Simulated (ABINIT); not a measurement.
# Quasiparticle gap of AgBr (Fm-3m) in ABINIT

How does a plane-wave GW calculation on AgBr (Fm-3m) run from the first input to the gap?

Main program and level: ABINIT 10.8.3; LDA and many-body steps on it, plane waves.

The database entry behind the starting cell differs from later determinations by our own check (about 0.6 % short of the room-temperature cell), so it need not match the best structure at ambient conditions.

### Step 1. The starting structure

The structure is cubic, space group Fm-3m (No. 225). The conventional cell has a = 5.740 Å, b = 5.740 Å, c = 5.740 Å, α = 90.00°, β = 90.00°, γ = 90.00°. Ag has 6 Br at 2.87 Å nearest. Nearest to Br lie 6 Ag at 2.87 Å. Farther neighbours and most contacts between anions are not listed.

The cell and positions come from the Crystallography Open Database and are kept as given unless a step says otherwise.

### Step 2. Ground state

This step: ABINIT 10.8.3; DFT, LDA, plane waves, norm-conserving pseudopotentials.

The ground-state density comes first.

run.abi

```
acell 3*1.0 Angstrom
rprim 
  -0.000000000000 2.870150000000 2.870150000000
  2.870150000000 0.000000000000 2.870150000000
  2.870150000000 2.870150000000 0.000000000000
ntypat 2
znucl 47 35
natom 2
typat 1 2
xred 
  0.000000000000 0.000000000000 0.000000000000
  0.500000000000 0.500000000000 0.500000000000
pp_dirpath "pseudos"
pseudos "Ag.upf, Br.upf"
ecut 39
ngkpt 6 6 6
nshiftk 1
shiftk 0 0 0
kptopt 1
chksymbreak 0
nband 18
occopt 1
tolvrs 1e-10
nstep 60
prtwf 0
optforces 0
optstress 0
indata_prefix "in"
outdata_prefix "out"
tmpdata_prefix "tmp"
```

Command:

```
$ OMP_NUM_THREADS=1 mpirun -n 8 abinit run.abi > log
```

Numbers of over 12 decimals in the logs are rounded to 6 here.

What it wrote:

```text
.Version 10.8.3 of ABINIT. v10.8.2 released Aug 2026.

 Symmetries : space group Fm -3 m (#225); Bravais cF (face-center cubic)
================================================================================
 Values of the parameters that define the memory need of the present run
     intxc =       0    ionmov =       0      iscf =       7    lmnmax =       6
     lnmax =       6     mgfft =      45  mpssoang =       3    mqgrid =    3001
     natom =       2  nloc_mem =       1    nspden =       1   nspinor =       1
    nsppol =       1      nsym =      48    n1xccc =    2501    ntypat =       2
    occopt =       1   xclevel =       1
-    mband =          18        mffmem =           1         mkmem =           2
       mpw =        3730          nfft =       91125          nkpt =          16
================================================================================
  Rough estimation (10% accuracy) of disk space for files :
================================================================================

--------------------------------------------------------------------------------
------------- Echo of variables that govern the present computation ------------
--------------------------------------------------------------------------------
 -outvars: echo values of preprocessed input variables --------
            acell      1.8897261259E+00  1.8897261259E+00  1.8897261259E+00 Bohr

      chksymbreak           0
             ecut      3.90000000E+01 Hartree
-          fftalg         312

              ixc       -1012
              kpt      0.00000000E+00  0.00000000E+00  0.00000000E+00
                       1.66666667E-01  0.00000000E+00  0.00000000E+00
                       3.33333333E-01  0.00000000E+00  0.00000000E+00
                       5.00000000E-01  0.00000000E+00  0.00000000E+00
                       1.66666667E-01  1.66666667E-01  0.00000000E+00
                       3.33333333E-01  1.66666667E-01  0.00000000E+00
                       5.00000000E-01  1.66666667E-01  0.00000000E+00
                      -3.33333333E-01  1.66666667E-01  0.00000000E+00
                      -1.66666667E-01  1.66666667E-01  0.00000000E+00
   [... 5 further rows ...]
                      -3.33333333E-01  3.33333333E-01  1.66666667E-01
                      -3.33333333E-01  5.00000000E-01  1.66666667E-01
         kptrlatt        6    0    0      0    6    0      0    0    6
          kptrlen      4.60224474E+01
P           mkmem           2
            natom           2
            nband          18
            ngfft          45      45      45
             nkpt          16
            nstep          60
             nsym          48
           ntypat           2
              occ      2.000000  2.000000  2.000000  2.000000  2.000000  2.000000
                       2.000000  2.000000  2.000000  2.000000  2.000000  2.000000
                       2.000000  0.000000  0.000000  0.000000  0.000000  0.000000
        optforces           0
        optstress           0
            prtwf           0
            rprim     -0.0000000000E+00  2.8701500000E+00  2.8701500000E+00
[...]
spgroup         225

           tolvrs      1.00000000E-10

             xred      0.0000000000E+00  0.0000000000E+00  0.0000000000E+00
[...]
znucl       47.00000   35.00000

================================================================================

 chkinp: Checking input parameters for consistency.

================================================================================
== DATASET  1 ==================================================================
-   mpi_nproc: 8, omp_nthreads: 1 (-1 if OMP is not activated)

--- !DatasetInfo
iteration_state: {dtset: 1, }
dimensions: {natom: 2, nkpt: 16, mband: 18, nsppol: 1, nspinor: 1, nspden: 1, mpw: 3730, }
cutoff_energies: {ecut:  39.0, pawecutdg:  -1.0, }
electrons: {nelect:   2.60000000E+01, charge:   0.00000000E+00, occopt:   1.00000000E+00, tsmear:   1.00000000E-02, }

 Real(R)+Recip(G) space primitive vectors, cartesian coordinates (Bohr,Bohr^-1):
 R(1)=  0.0000000  5.4237974  5.4237974  G(1)= -0.0921863  0.0921863  0.0921863
 R(2)=  5.4237974  0.0000000  5.4237974  G(2)=  0.0921863 -0.0921863  0.0921863
 R(3)=  5.4237974  5.4237974  0.0000000  G(3)=  0.0921863  0.0921863 -0.0921863
 Unit cell volume ucvol=  3.1910998E+02 bohr^3
 Angles (23,13,12)=  6.00000000E+01  6.00000000E+01  6.00000000E+01 degrees

 getcut: wavevector=  0.0000  0.0000  0.0000  ngfft=  45  45  45
         ecut(hartree)=     39.000   => boxcut(ratio)=   2.04050

--- Pseudopotential description ------------------------------------------------
- Ag Generated using ONCVPSP code by D. R. Hamann
- 47.00000  19.00000  180309                  znucl, zion, pspdat
12 -1012 2 -1 1484                            pspcod,pspxc,lmax,lloc,mmax
     nproj     2     2     2
  pspatm : epsatm=   27.75151743
         --- l  ekb(1:nproj) -->
[...]
pspatm: atomic psp has been read  and splines computed

- Br Generated using ONCVPSP code by D. R. Hamann
- 35.00000   7.00000  180309                  znucl, zion, pspdat
12 -1012 2 -1 1084                            pspcod,pspxc,lmax,lloc,mmax
     nproj     2     2     2
  pspatm : epsatm=   10.24179696
         --- l  ekb(1:nproj) -->
[...]
2    2.423121    0.400160
 pspatm: atomic psp has been read  and splines computed

   9.87826174E+02                                ecore*ucvol(ha*bohr**3)
--------------------------------------------------------------------------------

_setup2: Arith. and geom. avg. npw (full set) are    3711.736    3711.728

================================================================================

--- !BeginCycle
iteration_state: {dtset: 1, }
solver: {iscf: 7, nstep: 60, nline: 4, wfoptalg: 0, }
tolerances: {tolvrs: 1.00E-10, }

     iter   Etot(hartree)      deltaE(h)  residm     vres2
 ETOT  1  -170.53827831890    -1.705E+02 1.430E-01 8.242E+01
 ETOT  2  -170.78114844463    -2.429E-01 1.397E-02 2.837E+01
 ETOT  3  -170.78451958716    -3.371E-03 4.877E-04 7.656E-01
 ETOT  4  -170.78472347622    -2.039E-04 8.116E-04 1.855E-02
 ETOT  5  -170.78472489615    -1.420E-06 1.471E-03 1.037E-03
 ETOT  6  -170.78472497132    -7.517E-08 6.141E-05 4.692E-05
 ETOT  7  -170.78472497483    -3.508E-09 8.132E-05 7.233E-07
 ETOT  8  -170.78472497489    -5.568E-11 4.587E-05 6.351E-09
 ETOT  9  -170.78472497490    -1.364E-11 5.918E-05 1.002E-10
 ETOT 10  -170.78472497490     1.393E-12 3.568E-05 1.302E-13

 At SCF step   10       vres2   =  1.30E-13 < tolvrs=  1.00E-10 =>converged.

--- !ResultsGS
iteration_state: {dtset: 1, }
comment   : Summary of ground state results
lattice_vectors:
- [ -0.0000000,   5.4237974,   5.4237974, ]
- [  5.4237974,   0.0000000,   5.4237974, ]
- [  5.4237974,   5.4237974,   0.0000000, ]
lattice_lengths: [   7.67041,    7.67041,    7.67041, ]
lattice_angles: [ 60.000,  60.000,  60.000, ] # degrees, (23, 13, 12)
lattice_volume:   3.1910998E+02
convergence: {deltae:  1.393E-12, res2:  1.302E-13, residm:  3.568E-05, diffor:  0.000E+00, }
etotal    :  -1.70784725E+02
entropy   :   0.00000000E+00
fermie    :   1.71975809E-01
cartesian_stress_tensor: null
pressure_GPa: null
xred      :
- [  0.0000E+00,   0.0000E+00,   0.0000E+00, Ag]
- [  5.0000E-01,   5.0000E-01,   5.0000E-01, Br]
cartesian_forces: null
force_length_stats: {min: null, max: null, mean: null, }

 Integrated electronic density in atomic spheres:
 ------------------------------------------------
 Atom  Sphere_radius  Integrated_density
    1        2.00000         16.36935508
    2        2.00000          4.19445632
================================================================================

 ----iterations are completed or convergence reached----

 Mean square residual over all n,k,spin=   12.398E-08; max=  35.683E-06
 reduced coordinates (array xred) for    2 atoms
       0.000000000000      0.000000000000      0.000000000000
       0.500000000000      0.500000000000      0.500000000000
 rms dE/dt=  0.0000E+00; max dE/dt=  0.0000E+00; dE/dt below (all hartree)
    1       0.000000000000      0.000000000000      0.000000000000
    2       0.000000000000      0.000000000000      0.000000000000

 cartesian coordinates (angstrom) at end:
    1      0.000000     0.000000     0.000000
    2      2.870150     2.870150     2.870150
 length scales=  1.889726125908  1.889726125908  1.889726125908 bohr
              =  1.000000000000  1.000000000000  1.000000000000 angstroms
 prteigrs : about to open file out_EIG
 Fermi (or HOMO) energy (hartree) =   0.17198   Average Vxc (hartree)=  -0.38957
 Eigenvalues (hartree) for nkpt=  16  k points:
 kpt#   1, nband= 18, wtk=  0.00463, kpt=  0.0000  0.0000  0.0000 (reduced coord)
  -3.13572   -1.79769   -1.79769   -1.79769   -0.38450    0.06702    0.06702    0.06705
   0.06705    0.06705    0.10100    0.10100    0.10100    0.18573    0.53415    0.53415
   0.53415    0.57336
 prteigrs : prtvol=0 or 1, do not print more k-points.

--- !EnergyTerms
iteration_state     : {dtset: 1, }
comment             : Components of total free energy in Hartree
kinetic             :  5.75385411513840E+01
hartree             :  5.20312349845832E+01
xc                  : -2.81951116999544E+01
Ewald energy        : -1.00006610757867E+02
psp_core            :  3.09556657253842E+00
local_psp           : -1.55132432206060E+02
non_local_psp       : -1.15913019523196E-01
total_energy        : -1.70784724974900E+02
total_energy_eV     : -4.64728911620564E+03
band_energy         : -1.66779085142714E+01

== END DATASET(S) ==============================================================
================================================================================

 -outvars: echo values of variables after computation  --------
           etotal     -1.7078472497E+02
            nband          18
             nkpt          16
          spgroup         225
 [... the other variables as echoed above ...]

 Calculation completed.
```

Elapsed: 8.7 s, on 8 MPI ranks of Arm Neoverse V1, shared host; peak memory 0.59 GiB; 67 s of CPU time.

Numbers from this step:

```
total energy               : -4647.2891 eV
gap                        : 0.3742 eV
k of the valence top       : 0.5, 0, 0
k of the conduction bottom : 0, 0, 0
least direct gap           : 2.306 eV
```

The gap is indirect, with the least direct gap 1.93 eV higher.

### Step 3. Bands along the symmetry lines

Levels along a band path, at the cheap level, show where the edges lie and whether the meshes to come will hold them.

run.abi

```
acell 3*1.0 Angstrom
rprim 
  -0.000000000000 2.870150000000 2.870150000000
  2.870150000000 0.000000000000 2.870150000000
  2.870150000000 2.870150000000 0.000000000000
ntypat 2
znucl 47 35
natom 2
typat 1 2
xred 
  0.000000000000 0.000000000000 0.000000000000
  0.500000000000 0.500000000000 0.500000000000
pp_dirpath "pseudos"
pseudos "Ag.upf, Br.upf"
ecut 39
iscf -2
irdden 1
kptopt 0
nkpt 50
kpt 
  0.00000000 0.00000000 0.00000000
  0.06250000 0.00000000 0.06250000
  0.12500000 0.00000000 0.12500000
  0.18750000 0.00000000 0.18750000
  0.25000000 0.00000000 0.25000000
  0.31250000 0.00000000 0.31250000
  0.37500000 0.00000000 0.37500000
  0.43750000 0.00000000 0.43750000
  0.50000000 0.00000000 0.50000000
  0.51562500 0.03125000 0.51562500
  0.53125000 0.06250000 0.53125000
  0.54687500 0.09375000 0.54687500
  0.56250000 0.12500000 0.56250000
  0.57812500 0.15625000 0.57812500
  0.59375000 0.18750000 0.59375000
  0.60937500 0.21875000 0.60937500
  0.62500000 0.25000000 0.62500000
  0.37500000 0.37500000 0.75000000
  0.32812500 0.32812500 0.65625000
  0.28125000 0.28125000 0.56250000
  0.23437500 0.23437500 0.46875000
  0.18750000 0.18750000 0.37500000
  0.14062500 0.14062500 0.28125000
  0.09375000 0.09375000 0.18750000
  0.04687500 0.04687500 0.09375000
  0.00000000 0.00000000 0.00000000
  0.06250000 0.06250000 0.06250000
  0.12500000 0.12500000 0.12500000
  0.18750000 0.18750000 0.18750000
  0.25000000 0.25000000 0.25000000
  0.31250000 0.31250000 0.31250000
  0.37500000 0.37500000 0.37500000
  0.43750000 0.43750000 0.43750000
  0.50000000 0.50000000 0.50000000
  0.50000000 0.46875000 0.53125000
  0.50000000 0.43750000 0.56250000
  0.50000000 0.40625000 0.59375000
  0.50000000 0.37500000 0.62500000
  0.50000000 0.34375000 0.65625000
  0.50000000 0.31250000 0.68750000
  0.50000000 0.28125000 0.71875000
  0.50000000 0.25000000 0.75000000
  0.50000000 0.21875000 0.71875000
  0.50000000 0.18750000 0.68750000
  0.50000000 0.15625000 0.65625000
  0.50000000 0.12500000 0.62500000
  0.50000000 0.09375000 0.59375000
  0.50000000 0.06250000 0.56250000
  0.50000000 0.03125000 0.53125000
  0.50000000 0.00000000 0.50000000
istwfk *1
nband 20
nbdbuf 2
tolwfr 1e-08
nstep 40
prtwf 0
prtvol 0
indata_prefix "in"
outdata_prefix "out"
tmpdata_prefix "tmp"
```

What it wrote:

```text
.Version 10.8.3 of ABINIT. v10.8.2 released Aug 2026.

 Symmetries : space group Fm -3 m (#225); Bravais cF (face-center cubic)
[... echo of the input left out ...]
== DATASET  1 ==================================================================
-   mpi_nproc: 8, omp_nthreads: 1 (-1 if OMP is not activated)

--- !DatasetInfo
iteration_state: {dtset: 1, }
dimensions: {natom: 2, nkpt: 50, mband: 20, nsppol: 1, nspinor: 1, nspden: 1, mpw: 3729, }
cutoff_energies: {ecut:  39.0, pawecutdg:  -1.0, }
electrons: {nelect:   2.60000000E+01, charge:   0.00000000E+00, occopt:   1.00000000E+00, tsmear:   1.00000000E-02, }

 Real(R)+Recip(G) space primitive vectors, cartesian coordinates (Bohr,Bohr^-1):
 R(1)=  0.0000000  5.4237974  5.4237974  G(1)= -0.0921863  0.0921863  0.0921863
 R(2)=  5.4237974  0.0000000  5.4237974  G(2)=  0.0921863 -0.0921863  0.0921863
 R(3)=  5.4237974  5.4237974  0.0000000  G(3)=  0.0921863  0.0921863 -0.0921863
 Unit cell volume ucvol=  3.1910998E+02 bohr^3
 Angles (23,13,12)=  6.00000000E+01  6.00000000E+01  6.00000000E+01 degrees

 getcut: wavevector=  0.0000  0.0000  0.0000  ngfft=  45  45  45
         ecut(hartree)=     39.000   => boxcut(ratio)=   2.04050

--- Pseudopotential description ------------------------------------------------
- Ag Generated using ONCVPSP code by D. R. Hamann
- 47.00000  19.00000  180309                  znucl, zion, pspdat
12 -1012 2 -1 1484                            pspcod,pspxc,lmax,lloc,mmax
     nproj     2     2     2
  pspatm : epsatm=   27.75151743
         --- l  ekb(1:nproj) -->
             0    9.563916   -0.377404
             1    3.385278   -0.142579
             2   -1.707172   -0.417657
 pspatm: atomic psp has been read  and splines computed

- Br Generated using ONCVPSP code by D. R. Hamann
- 35.00000   7.00000  180309                  znucl, zion, pspdat
12 -1012 2 -1 1084                            pspcod,pspxc,lmax,lloc,mmax
     nproj     2     2     2
  pspatm : epsatm=   10.24179696
         --- l  ekb(1:nproj) -->
[...]
pspatm: atomic psp has been read  and splines computed

--------------------------------------------------------------------------------

================================================================================
 prteigrs : about to open file out_EIG
 Non-SCF case, kpt    1 (  0.00000  0.00000  0.00000), residuals and eigenvalues=
  8.80E-09  6.97E-10  2.48E-09  3.08E-09  4.10E-09  2.97E-09  9.29E-09  6.08E-09
  5.09E-09  9.47E-09  1.28E-09  1.82E-09  7.78E-09  3.34E-09  2.45E-09  3.99E-09
  9.08E-09  4.96E-09  6.77E-09  6.92E-09
 -3.1357E+00 -1.7977E+00 -1.7977E+00 -1.7977E+00 -3.8450E-01  6.7019E-02
  6.7019E-02  6.7048E-02  6.7048E-02  6.7048E-02  1.0100E-01  1.0100E-01
  1.0100E-01  1.8573E-01  5.3415E-01  5.3415E-01  5.3415E-01  5.7336E-01
  5.9554E-01  5.9554E-01
 Non-SCF case, kpt    2 (  0.06250  0.00000  0.06250), residuals and eigenvalues=
[...]
5.9636E-01  6.0959E-01
 Non-SCF case, kpt    3 (  0.12500  0.00000  0.12500), residuals and eigenvalues=
[...]
2.50E-09  8.93E-09  6.09E-05  3.50E-04
[...]
6.3803E-01  6.4110E-01
[...]
Non-SCF case, kpt   49 (  0.50000  0.03125  0.53125), residuals and eigenvalues=
[...]
7.1844E-01  7.2211E-01
 Non-SCF case, kpt   50 (  0.50000  0.00000  0.50000), residuals and eigenvalues=
[...]
5.6557E-02  6.6951E-02  6.6951E-02  7.3077E-02  8.2605E-02  8.2605E-02
  8.5927E-02  2.2132E-01  4.2691E-01  4.9670E-01  5.6871E-01  5.6871E-01
  7.2205E-01  7.2284E-01

--- !ResultsGS
iteration_state: {dtset: 1, }
comment   : Summary of ground state results
lattice_vectors:
- [ -0.0000000,   5.4237974,   5.4237974, ]
- [  5.4237974,   0.0000000,   5.4237974, ]
- [  5.4237974,   5.4237974,   0.0000000, ]
lattice_lengths: [   7.67041,    7.67041,    7.67041, ]
lattice_angles: [ 60.000,  60.000,  60.000, ] # degrees, (23, 13, 12)
lattice_volume:   3.1910998E+02
convergence: {deltae:  0.000E+00, res2:  0.000E+00, residm:  9.919E-09, diffor:  0.000E+00, }
etotal    :  -1.70784725E+02
entropy   :   0.00000000E+00
fermie    :   1.71975809E-01
cartesian_stress_tensor: null
pressure_GPa: null
xred      :
- [  0.0000E+00,   0.0000E+00,   0.0000E+00, Ag]
- [  5.0000E-01,   5.0000E-01,   5.0000E-01, Br]
cartesian_forces: null
force_length_stats: {min: null, max: null, mean: null, }

 Integrated electronic density in atomic spheres:
 ------------------------------------------------
 Atom  Sphere_radius  Integrated_density
[...]
================================================================================

 ----iterations are completed or convergence reached----

 Mean square residual over all n,k,spin=   46.574E-10; max=  99.187E-10
 reduced coordinates (array xred) for    2 atoms
       0.000000000000      0.000000000000      0.000000000000
       0.500000000000      0.500000000000      0.500000000000

 cartesian coordinates (angstrom) at end:
[...]
length scales=  1.889726125908  1.889726125908  1.889726125908 bohr
              =  1.000000000000  1.000000000000  1.000000000000 angstroms
 prteigrs : about to open file out_EIG
 Eigenvalues (hartree) for nkpt=  50  k points:
 kpt#   1, nband= 20, wtk=  1.00000, kpt=  0.0000  0.0000  0.0000 (reduced coord)
[...]
kpt#   2, nband= 20, wtk=  1.00000, kpt=  0.0625  0.0000  0.0625 (reduced coord)
[...]
kpt#   3, nband= 20, wtk=  1.00000, kpt=  0.1250  0.0000  0.1250 (reduced coord)
[...]
kpt#  49, nband= 20, wtk=  1.00000, kpt=  0.5000  0.0313  0.5313 (reduced coord)
[...]
0.56257    0.57017    0.71844    0.72211
 kpt#  50, nband= 20, wtk=  1.00000, kpt=  0.5000  0.0000  0.5000 (reduced coord)
  -3.13571   -1.79775   -1.79772   -1.79772   -0.36673    0.01256    0.05656    0.06695
   0.06695    0.07308    0.08261    0.08261    0.08593    0.22132    0.42691    0.49670
   0.56871    0.56871    0.72205    0.72284

== END DATASET(S) ==============================================================
================================================================================

 -outvars: echo values of variables after computation  --------
            nband          20
             nkpt          50
          spgroup         225
 [... the other variables as echoed above ...]

 Calculation completed.
```

It took 12 s on 8 MPI ranks; peak memory 0.54 GiB; 96 s of CPU time.

This step gave:

```yaml
gap: 0.3742 eV
k_of_the_valence_top: 0.5, 0.5, 0.5
k_of_the_conduction_bottom: 0, 0, 0
least_direct_gap: 2.306 eV
```

The gap is 0.374 eV, as in the run before at this level.

Electronic bands along the path, in eV, zero at the top of the highest filled band:

| point | band 10 | band 11 | band 12 | band 13 | band 14 | band 15 | band 16 | band 17 |
| --- | --- | --- | --- | --- | --- | --- | --- | --- |
| Γ | -2.86 | -1.93 | -1.93 | -1.93 | 0.37 | 9.86 | 9.86 | 9.86 |
| halfway | -2.77 | -1.88 | -1.88 | -1.73 | 3.08 | 6.47 | 7.70 | 9.33 |
| X | -2.69 | -2.43 | -2.43 | -2.34 | 1.34 | 6.94 | 8.84 | 10.80 |
| halfway | -2.45 | -2.39 | -2.19 | -2.03 | 1.77 | 6.93 | 8.59 | 10.18 |
| U | -2.48 | -2.26 | -2.08 | -1.23 | 2.74 | 6.67 | 8.05 | 8.99 |
| jump to K | -2.48 | -2.26 | -2.08 | -1.23 | 2.74 | 6.67 | 8.05 | 8.99 |
| halfway | -2.61 | -2.12 | -1.81 | -0.21 | 3.57 | 6.28 | 7.32 | 7.63 |
| Γ | -2.86 | -1.93 | -1.93 | -1.93 | 0.37 | 9.86 | 9.86 | 9.86 |
| halfway | -2.70 | -2.37 | -0.78 | -0.78 | 2.64 | 6.97 | 8.07 | 8.07 |
| L | -2.54 | -2.20 | 0.00 | 0.00 | 3.50 | 6.37 | 6.59 | 6.59 |
| halfway | -2.53 | -2.25 | -1.24 | -0.64 | 4.30 | 5.04 | 7.65 | 7.75 |
| W | -2.43 | -2.33 | -2.33 | -1.60 | 3.60 | 6.92 | 7.51 | 7.51 |
| halfway | -2.44 | -2.43 | -2.38 | -1.83 | 2.23 | 7.02 | 8.37 | 8.89 |
| X | -2.69 | -2.43 | -2.43 | -2.34 | 1.34 | 6.94 | 8.84 | 10.80 |

(Continued in part 2 of 2.)

[Paths, hosts, dates, memory and timing lines, banners, echoed tables and standing remarks are left out of the program output.]

[Logs are printed without paths, hosts, clocks, repeated set-up lines and the standing remarks that a program may print on its own settings, such as how far it seeks lower states.]

[Runs of the session that timed out or met a known fault of the program may be left out.]

[Hosts, paths, dates, database ids (printed as entryN), source tags and the programs' standing remarks are cut or masked in the printed files.]

[G0W0 gaps are taken among the corrected bands and points alone; a level outside them can change the order at an edge.]

[Where Ansatz stands beside ABINIT at settings called matched, ABINIT's density can come from a denser mesh and the files from another edition; pairs whose starting gaps differed by over 0.03 eV were left out, so agreement reads better than it is.]
